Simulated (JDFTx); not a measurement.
# ZrB2 (P6/mmm) in JDFTx: notebook

One crystal, ZrB2, is run at these levels: PBE+U; tasks: density of states.

Program: JDFTx 1.7.0 (patched build). These are calculated values, not measurements. Logs are shortened: lines on timing, memory, paths and dates and some standing lists are left out, and cuts for length are marked. The log counts tension as positive stress, the text compression.

## Step 1: Starting point

Symmetry: P6/mmm, No. 191, hexagonal system. The conventional cell has a = 3.170 Å, b = 3.170 Å, c = 3.533 Å, α = 90.00°, β = 90.00°, γ = 120.00°. Around Zr (site symmetry 6/mmm) lie 12 B at 2.54 Å. Around B (site symmetry -6m2) lie 3 B at 1.83 Å.

## Step 2: Density of states, PBE+U

Contents of ZrB2.in:

```
lattice \
    5.9904318151    -2.9952159075     0.0000000000 \
    0.0000000000     5.1878661315     0.0000000000 \
    0.0000000000     0.0000000000     6.6764023983
coords-type Lattice
ion Zr     0.0000000000     0.0000000000     0.0000000000 1
ion B      0.6666666667     0.3333333333     0.5000000000 1
ion B      0.3333333333     0.6666666667     0.5000000000 1

ion-species pseudo/Zr.upf
ion-species pseudo/B.upf
elec-cutoff 38 304
elec-ex-corr gga-PBE
kpoint-folding 10 10 8
elec-smearing Fermi 0.0018374661
elec-n-bands 15
add-U Zr d 0.146997
electronic-SCF nIterations 100 energyDiffThreshold 1e-08
electronic-minimize nIterations 30 energyDiffThreshold 1e-7
converge-empty-states yes
forces-output-coords Cartesian
density-of-states Esigma 0.004 \
  Total \
  OrthoOrbital Zr 1 1s \
  OrthoOrbital Zr 1 2s \
  OrthoOrbital Zr 1 p \
  OrthoOrbital Zr 1 d \
  OrthoOrbital B 1 s \
  OrthoOrbital B 1 p \
  OrthoOrbital B 2 s \
  OrthoOrbital B 2 p

dump-name run.$VAR
dump End Ecomponents EigStats BandEigs Kpoints Forces Stress DOS
```

Potentials or basis: PseudoDojo-SR-PBE-0.5-standard with smoothed tails.

Launch:

```sh
> jdftx -c 1 -i ZrB2.in -o ZrB2.out
```

Output:

```text
*************** JDFTx 1.7.0 (patched build) ***************

Input parsed successfully to the following command list (including defaults):
[... the input with its defaults ...]

---------- Setting up symmetries ----------

Found 24 point-group symmetries of the bravais lattice
Found 24 space-group symmetries with basis
Applied RMS atom displacement 2.82392e-10 bohrs to make symmetries exact.

---------- Initializing the Grid ----------
R =
[      5.99043     -2.99522            0  ]
[            0      5.18787            0  ]
[            0            0       6.6764  ]
unit cell volume = 207.486
G =
[    1.04887   0.605565         -0  ]
[          0    1.21113          0  ]
[          0         -0   0.941103  ]
Minimum fftbox size, Smin = [  48  48  56  ]
Chosen fftbox size, S = [  48  48  56  ]

---------- Initializing tighter grid for wavefunction operations ----------
R =
[      5.99043     -2.99522            0  ]
[            0      5.18787            0  ]
[            0            0       6.6764  ]
unit cell volume = 207.486
G =
[    1.04887   0.605565         -0  ]
[          0    1.21113          0  ]
[          0         -0   0.941103  ]
Minimum fftbox size, Smin = [  36  36  40  ]
Chosen fftbox size, S = [  36  36  40  ]

---------- Exchange Correlation functional ----------
Initalized PBE GGA exchange.
Initalized PBE GGA correlation.

---------- Setting up pseudopotentials ----------
Width of ionic core gaussian charges (only for fluid interactions / plotting) set to 0

Reading pseudopotential file 'pseudo/Zr.upf':
  'Zr' pseudopotential, 'PBE' functional
  Generated using ONCVPSP code by D. R. Hamann
  12 valence electrons, 4 orbitals, 6 projectors, 1001 radial grid points, with lMax = 2
    4S    l: 0   occupation:  2.0   eigenvalue: -2.003021
    4P    l: 1   occupation:  6.0   eigenvalue: -1.192945
    4D    l: 2   occupation:  2.0   eigenvalue: -0.132262
    5S    l: 0   occupation:  2.0   eigenvalue: -0.163149
  Core radius for overlap checks: 1.48 bohrs.

Reading pseudopotential file 'pseudo/B.upf':
  'B' pseudopotential, 'PBE' functional
  Generated using ONCVPSP code by D. R. Hamann
  3 valence electrons, 2 orbitals, 4 projectors, 1001 radial grid points, with lMax = 1
    2S    l: 0   occupation:  2.0   eigenvalue: -0.347027
    2P    l: 1   occupation:  1.0   eigenvalue: -0.132548
  Core radius for overlap checks: 1.18 bohrs.

Initialized 2 species with 3 total atoms.

Folded 1 k-points by 10x10x8 to 800 k-points.

---------- Setting up k-points, bands, fillings ----------
Reduced to 70 k-points under symmetry.
Computing the number of bands and number of electrons
Calculating initial fillings.
nElectrons:  18.000000   nBands: 15   nStates: 70

----- Setting up reduced wavefunction bases (one per k-point) -----
average nbasis = 2320.776 , ideal nbasis = 2321.447

----- Initializing Supercell corresponding to k-point mesh -----
Lattice vector linear combinations in supercell:
[  10   0   0  ]
[   0  10   0  ]
[   0   0   8  ]
Supercell lattice vectors:
[  59.9043  -29.9522  0  ]
[  0  51.8787  0  ]
[  0  0  53.4112  ]

---------- Setting up ewald sum ----------
Optimum gaussian width for ewald sums = 1.966616 bohr.
Real space sum over 1089 unit cells with max indices [  5  5  4  ]
Reciprocal space sum over 2535 terms with max indices [  6  6  7  ]

---------- Allocating electronic variables ----------
Initializing wave functions:  linear combination of atomic orbitals
Zr pseudo-atom occupations:   s ( 2 2 )  p ( 6 )  d ( 2 )
B pseudo-atom occupations:   s ( 2 )  p ( 1 )
	FillingsUpdate:  mu: +0.565683826  nElectrons: 18.000000
LCAOMinimize: Iter:   0  F: -52.8918881779398689  |grad|_K:  2.905e-03  alpha:  1.000e+00
	FillingsUpdate:  mu: +0.583865888  nElectrons: 18.000000
LCAOMinimize: Iter:   1  F: -52.9374726810230456  |grad|_K:  6.835e-04  alpha:  3.327e-01  linmin: -3.660e-01  cgtest:  9.310e-01
LCAOMinimize: Encountered beta<0, resetting CG.
[... 8 lines of inner loops ...]
LCAOMinimize: Iter:   5  F: -52.9399992733147045  |grad|_K:  1.007e-06  alpha:  8.541e-01  linmin:  1.219e-04  cgtest:  3.165e-03
	FillingsUpdate:  mu: +0.589934907  nElectrons: 18.000000
LCAOMinimize: Iter:   6  F: -52.9399992868031291  |grad|_K:  1.103e-07  alpha:  1.053e+00  linmin:  5.164e-04  cgtest: -9.593e-04
LCAOMinimize: Converged (|Delta F|<1.000000e-06 for 2 iters).

-------- Electronic minimization -----------
Will mix electronic density at each iteration.
	FillingsUpdate:  mu: +0.589934907  nElectrons: 18.000000
	FillingsUpdate:  mu: +0.579256065  nElectrons: 18.000000
SCF: Cycle:  0   F: -52.992953764645108   dF: -5.295e-02   |Residual|: 2.885e-02   |deigs|: 1.977e-02
	FillingsUpdate:  mu: +0.577422798  nElectrons: 18.000000
SCF: Cycle:  1   F: -52.993940542072906   dF: -9.868e-04   |Residual|: 1.499e-02   |deigs|: 4.568e-03
	FillingsUpdate:  mu: +0.576530426  nElectrons: 18.000000
SCF: Cycle:  2   F: -52.994018207619085   dF: -7.767e-05   |Residual|: 5.655e-03   |deigs|: 1.992e-03
	FillingsUpdate:  mu: +0.576437538  nElectrons: 18.000000
SCF: Cycle:  3   F: -52.994026802869200   dF: -8.595e-06   |Residual|: 1.104e-03   |deigs|: 6.167e-04
	FillingsUpdate:  mu: +0.576428883  nElectrons: 18.000000
SCF: Cycle:  4   F: -52.994027610500531   dF: -8.076e-07   |Residual|: 3.776e-04   |deigs|: 1.583e-04
	FillingsUpdate:  mu: +0.576471058  nElectrons: 18.000000
SCF: Cycle:  5   F: -52.994027962721162   dF: -3.522e-07   |Residual|: 7.651e-05   |deigs|: 2.956e-04
	FillingsUpdate:  mu: +0.576473783  nElectrons: 18.000000
SCF: Cycle:  6   F: -52.994028035117495   dF: -7.240e-08   |Residual|: 3.549e-05   |deigs|: 1.271e-04
	FillingsUpdate:  mu: +0.576470873  nElectrons: 18.000000
SCF: Cycle:  7   F: -52.994028067261901   dF: -3.214e-08   |Residual|: 1.141e-05   |deigs|: 8.006e-05
	FillingsUpdate:  mu: +0.576470434  nElectrons: 18.000000
SCF: Cycle:  8   F: -52.994028076379010   dF: -9.117e-09   |Residual|: 4.621e-06   |deigs|: 7.410e-05
	FillingsUpdate:  mu: +0.576470725  nElectrons: 18.000000
SCF: Cycle:  9   F: -52.994028080445553   dF: -4.067e-09   |Residual|: 2.769e-06   |deigs|: 1.273e-04
SCF: Converged (|Delta E|<1.000000e-08 for 2 iters).

Setting wave functions to eigenvectors of Hamiltonian
Converging empty states (this may take a while):
EmptyStates: None of the convergence criteria satisfied.
|deigs|: 1.108e-03

# Stress tensor in Cartesian coordinates [Eh/a0^3]:
[  8.34448e-05            0            0  ]
[            0  8.34448e-05            0  ]
[            0            0  9.16805e-05  ]

# Ionic positions in lattice coordinates:
ion Zr   0.000000000000000   0.000000000000000   0.000000000000000 1
ion B   0.666666666666667   0.333333333333333   0.500000000000000 1
ion B   0.333333333333333   0.666666666666667   0.500000000000000 1

# Forces in Cartesian coordinates:
force Zr  -0.000000000000000  -0.000000000000000   0.000000000000000 1
force B  -0.000000000000000   0.000000000000000  -0.000000000000000 1
force B  -0.000000000000000   0.000000000000000  -0.000000000000000 1

# Energy components:
   Eewald =      -48.2953939843559468
       EH =        6.2198779349469095
     Eloc =      -25.9507120469067019
      Enl =        5.3793012064256036
      Exc =      -12.5682509379657787
 Exc_core =        3.4402916670618344
       KE =       18.6010049010112510
        U =        0.1799912622968893
-------------------------------------
     Etot =      -52.9938899974859581
       TS =        0.0001380829595916
-------------------------------------
        F =      -52.9940280804455526

IonicMinimize: Iter:   0  F: -52.994028080445553  |grad|_K:  5.052e-36
IonicMinimize: Converged (|grad|_K<1.000000e-04).

#--- Lowdin population analysis ---
# oxidation-state Zr +0.694
# oxidation-state B -0.332 -0.332

Dumping 'run.eigStats' ...
	eMin: -1.200138 at state 0 ( [ +0.000000 +0.000000 +0.000000 ] spin 0 )
	HOMO: +0.576388 at state 51 ( [ +0.200000 +0.200000 +0.125000 ] spin 0 )
	mu  : +0.576471
	LUMO: +0.579882 at state 9 ( [ +0.000000 +0.100000 +0.500000 ] spin 0 )
	eMax: +0.985235 at state 65 ( [ +0.300000 +0.300000 +0.000000 ] spin 0 )
	HOMO-LUMO gap: +0.003494
	Optical gap  : +0.007905 at state 32 ( [ +0.100000 +0.100000 +0.250000 ] spin 0 )

WARNING: weighted densities of states are not symmetrized: those that the symmetries change (such as of
a px orbital, of one of several like atoms, of a slice or a sphere) need 'symmetries none'.
WARNING: the last solve of the electrons (or of bands or displaced states from it) ended unconverged.
Done!
```

It took 78 s on 1 thread of AMD EPYC 7R43 (Zen 3), shared host; peak memory 0.17 GiB.

What came out:

| Quantity | Value |
| --- | --- |
| Free energy | -1442.0410 eV |
| Pressure | -2.5 GPa |
| Band gap on the k mesh | none (metal or under the smearing width) |
| Loewdin charges | Zr +0.69; B -0.33 e |

Levels at points of the mesh, in eV from the Fermi level:
```tsv
k point	band 5	band 6	band 7	band 8	band 9	band 10	band 11	band 12
(0.00, 0.00, 0.00)	-12.60	-2.61	-2.61	-2.38	-2.20	3.42	3.42	4.26
(0.00, 0.00, 0.50)	-10.57	-6.79	-0.86	-0.86	0.30	0.30	0.80	0.80
(0.00, 0.50, 0.00)	-9.02	-8.38	-4.01	-2.95	-2.65	2.30	2.39	5.04
(0.00, 0.50, 0.50)	-10.31	-6.88	-4.65	-4.23	-1.84	3.97	4.25	5.42
```

States per cell in windows of 0.5 eV (zero at the Fermi level; states under -8 eV left out):
| from (eV) | total | B p | Zr d | B s | Zr p | Zr s |
| --- | --- | --- | --- | --- | --- | --- |
| -8.0 | 0.34 | 0.16 | 0.06 | 0.10 | 0.01 | 0.00 |
| -7.5 | 0.33 | 0.17 | 0.06 | 0.09 | 0.01 | 0.00 |
| -7.0 | 0.26 | 0.14 | 0.05 | 0.06 | 0.01 | 0.00 |
| -6.5 | 0.26 | 0.15 | 0.05 | 0.05 | 0.00 | 0.00 |
| -6.0 | 0.33 | 0.20 | 0.06 | 0.04 | 0.01 | 0.01 |
| -5.5 | 0.43 | 0.28 | 0.08 | 0.03 | 0.01 | 0.01 |
| -5.0 | 0.62 | 0.44 | 0.12 | 0.03 | 0.01 | 0.01 |
| -4.5 | 0.62 | 0.41 | 0.15 | 0.03 | 0.01 | 0.01 |
| -4.0 | 0.80 | 0.49 | 0.25 | 0.02 | 0.02 | 0.00 |
| -3.5 | 1.17 | 0.74 | 0.36 | 0.02 | 0.03 | 0.00 |
| -3.0 | 0.72 | 0.45 | 0.24 | 0.01 | 0.02 | 0.00 |
| -2.5 | 0.81 | 0.41 | 0.37 | 0.01 | 0.02 | 0.00 |
| -2.0 | 0.52 | 0.17 | 0.33 | 0.00 | 0.00 | 0.00 |
| -1.5 | 0.38 | 0.10 | 0.27 | 0.00 | 0.00 | 0.00 |
| -1.0 | 0.17 | 0.04 | 0.13 | 0.00 | 0.00 | 0.00 |
| -0.5 | 0.08 | 0.02 | 0.06 | 0.00 | 0.00 | 0.00 |

Caveat: the empty levels aren't tightly converged; U without spin polarisation on a metal has little footing; the U is typed as a test and isn't derived for this compound.

## Step 3: Density of states, PBE+U

Edit ZrB2.in of step 2 so:

```diff
@@ -16,3 +16,3 @@
 elec-n-bands 15
-add-U Zr d 0.146997
+add-U Zr d 0.220496
 electronic-SCF nIterations 100 energyDiffThreshold 1e-08
@@ -21,3 +21,3 @@
 forces-output-coords Cartesian
-density-of-states Esigma 0.004 \
+density-of-states Esigma 0.003 \
   Total \
```

Potentials or basis: PseudoDojo-SR-PBE-0.5-standard with smoothed tails.

Launch:

```sh
> jdftx -c 1 -i ZrB2.in -o ZrB2.out
```

Wall time 80 s (1 thread of AMD EPYC 7R43 (Zen 3), shared host); peak memory 0.17 GiB.

Results (log left out):

* Free energy: -1439.5951 eV
* Pressure: -4.3 GPa
* Band gap on the k mesh: none (metal or under the smearing width)
* Loewdin charges: Zr +0.68; B -0.32 e

Stress tensor (GPa, compression positive):
```
-3.96  0.00  0.00
 0.00 -3.96  0.00
 0.00  0.00 -4.97
```

Levels at points of the mesh, in eV from the Fermi level:
```csv
k point,band 5,band 6,band 7,band 8,band 9,band 10,band 11,band 12
"(0.00, 0.00, 0.00)",-12.57,-2.65,-2.65,-2.25,-2.17,3.37,3.37,4.27
"(0.00, 0.00, 0.50)",-10.55,-6.71,-0.85,-0.85,0.23,0.23,0.76,0.76
"(0.00, 0.50, 0.00)",-9.10,-8.36,-4.13,-2.94,-2.66,2.24,2.42,5.05
"(0.00, 0.50, 0.50)",-10.59,-6.85,-4.72,-4.35,-1.79,4.07,4.27,5.44
```

States per cell in windows of 1 eV (zero at the Fermi level; states under -8 eV left out):
```csv
from (eV),total,B p,Zr d,B s,Zr p,Zr s
-8.0,0.66,0.32,0.13,0.18,0.02,0.01
-7.0,0.50,0.27,0.10,0.10,0.01,0.01
-6.0,0.75,0.48,0.15,0.06,0.01,0.02
-5.0,1.27,0.87,0.29,0.05,0.02,0.01
-4.0,1.99,1.24,0.61,0.04,0.05,0.01
-3.0,1.52,0.85,0.61,0.02,0.04,0.00
-2.0,0.86,0.25,0.58,0.00,0.01,0.00
-1.0,0.24,0.05,0.19,0.00,0.00,0.00
```

Caveat: the empty levels aren't tightly converged; U without spin polarisation on a metal has little footing; the U is typed as a test and isn't derived for this compound.

## Step 4: Density of states, PBE+U

Edit ZrB2.in of step 3 so:

```diff
@@ -16,3 +16,3 @@
 elec-n-bands 15
-add-U Zr d 0.220496
+add-U Zr d 0.293995
 electronic-SCF nIterations 100 energyDiffThreshold 1e-08
@@ -21,3 +21,3 @@
 forces-output-coords Cartesian
-density-of-states Esigma 0.003 \
+density-of-states Esigma 0.002 \
   Total \
@@ -33,2 +33,2 @@
 dump-name run.$VAR
-dump End Ecomponents EigStats BandEigs Kpoints Forces Stress DOS
+dump End Ecomponents EigStats BandEigs Kpoints Forces Stress DOS ElecDensity Dtot KEdensity
```

Launch:

```sh
> jdftx -c 1 -i ZrB2.in -o ZrB2.out
```

Run time: 84 s. Hardware: 1 thread of AMD EPYC 7R43 (Zen 3), shared host; peak memory 0.17 GiB.

Results (log left out):

| Property | Result |
| --- | --- |
| Free energy | -1437.1572 eV |
| Pressure | -6.0 GPa |
| Band gap on the k mesh | none (metal or under the smearing width) |
| Loewdin charges | Zr +0.66; B -0.31 e |

Stress tensor (GPa, compression positive):
```
-5.43  0.00  0.00
 0.00 -5.43  0.00
 0.00  0.00 -7.19
```

Levels at points of the mesh, in eV from the Fermi level:
```csv
k point,band 7,band 8,band 9,band 10,band 11,band 12
"(0.00, 0.00, 0.00)",-2.71,-2.13,-1.99,3.31,3.31,4.27
"(0.00, 0.00, 0.50)",-0.84,-0.84,0.13,0.13,0.69,0.69
"(0.00, 0.50, 0.00)",-4.27,-2.92,-2.63,2.15,2.45,5.06
"(0.00, 0.50, 0.50)",-4.81,-4.49,-1.73,4.24,4.30,5.45
```

States per cell in windows of 1 eV (zero at the Fermi level; states under -8 eV left out):
```tsv
from (eV)	total	B p	Zr d	B s	Zr p	Zr s
-8.0	0.65	0.31	0.13	0.18	0.02	0.01
-7.0	0.47	0.25	0.10	0.10	0.01	0.01
-6.0	0.75	0.48	0.15	0.06	0.01	0.02
-5.0	1.33	0.90	0.32	0.04	0.02	0.01
-4.0	1.97	1.23	0.61	0.04	0.05	0.01
-3.0	1.52	0.85	0.60	0.02	0.04	0.00
-2.0	0.81	0.23	0.55	0.00	0.01	0.00
-1.0	0.25	0.05	0.19	0.00	0.00	0.00
```

Caveat: the empty levels aren't tightly converged; U without spin polarisation on a metal has little footing; the U is typed as a test and isn't derived for this compound.

## Step 5: Summary

```csv
U,DOS broadening,gap on the mesh (eV),pressure (GPa)
Zr d U = 4 eV,0.004 Ha,none,-2.5
Zr d U = 6 eV,0.003 Ha,none,-4.3
Zr d U = 8 eV,0.002 Ha,none,-6.0
```

Alike in all rows: task density of states; level PBE+U; potentials or basis PseudoDojo-SR-PBE-0.5-standard with smoothed tails; no spin polarisation; cell as given; k mesh 10 × 10 × 8; cutoff (eV) 1034; smearing fermi-dirac 0.05 eV.

Every run on the cell as given and a fine mesh finds a metal.

Caveats: the empty levels aren't tightly converged; U without spin polarisation on a metal has little footing; the U is typed as a test and isn't derived for this compound.

Total energies depend on the potentials used, so only differences within one code and one set of settings carry meaning.
